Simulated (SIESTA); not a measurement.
**ZnSiP2 under changes of volume**

One of the cells (18.876 Å³/atom); the others are scaled copies at fixed shape and fractional positions:

```xyz
8
Lattice="-2.6867 2.6867 5.2300 2.6867 -2.6867 5.2300 2.6867 2.6867 -5.2300" Properties=species:S:1:pos:R:3 pbc="T T T"
Zn    0.0000    2.6867    2.6150
Zn    0.0000    0.0000    0.0000
P     1.3434   -1.2504    3.9225
P     1.3434    3.9371   -1.3075
P     1.2504    1.3434    6.5375
P     1.4363    1.3434    1.3075
Si    2.6867    0.0000    2.6150
Si    0.0000    0.0000    5.2300
```

The cell is a database's computed one.

- Program: SIESTA 5.4.2
- Functional: LDA
- Potentials or basis: PseudoDojo 0.4 standard (LDA files)
- Basis: DZP (energy shift 0.003 Ry; two zetas on semicore shells)
- Grid cutoff: 800 Ry
- Energy shift: 0.003 Ry
- k mesh: 5 × 5 × 5
- Occupations: fermi-dirac, width 0.05 eV
- Spin: no spin polarisation

```csv
volume (Å³/atom),energy over the lowest point (meV/atom),pressure (GPa),gap on the mesh (eV),largest force (eV/Å)
17.744,11.33,4.7,1.08,0.402
18.121,3.03,2.4,1.13,0.342
18.499,0.00,0.2,1.17,0.286
18.876,1.74,-1.7,1.21,0.234
19.254,7.74,-3.4,1.25,0.187
19.631,?,?,?,?
20.009,30.88,-6.3,1.32,0.103
```

Question: What does the run at 19.631 Å³/atom give?

Answer: Energy over the lowest point 17.59 meV/atom; pressure -4.9 GPa; gap on the mesh 1.28 eV; largest force 0.143 eV/Å.

Worked out: A Birch-Murnaghan fit of order 3 (a polynomial in V^(-2/3)) to the other rows has its minimum at 18.54 Å³/atom with B0 = V·E''(V) = 98 GPa and B' = 4.3 at fixed shape and positions, which overstates the stiffness. It gives 17.57 meV/atom at 19.631 Å³/atom, against the run's 17.59, and -dE/dV = -4.9 GPa, against -4.9. A straight line through the other rows of the gap, of slope 1.99 eV per unit of ln V (its deformation potential), gives 1.29 eV, against the run's 1.28.

Energies are extrapolated to zero smearing.

Caveats: short orbitals over semicore shells can move pressures by several GPa; the valence orbitals were made in a potential fitted to the semicore shell under them, which widens gaps by tenths of an eV or more; an odd mesh through Γ misses points on the zone boundary, where band edges often lie; the basis of atomic orbitals isn't converged, which shifts pressures, moduli and gaps.
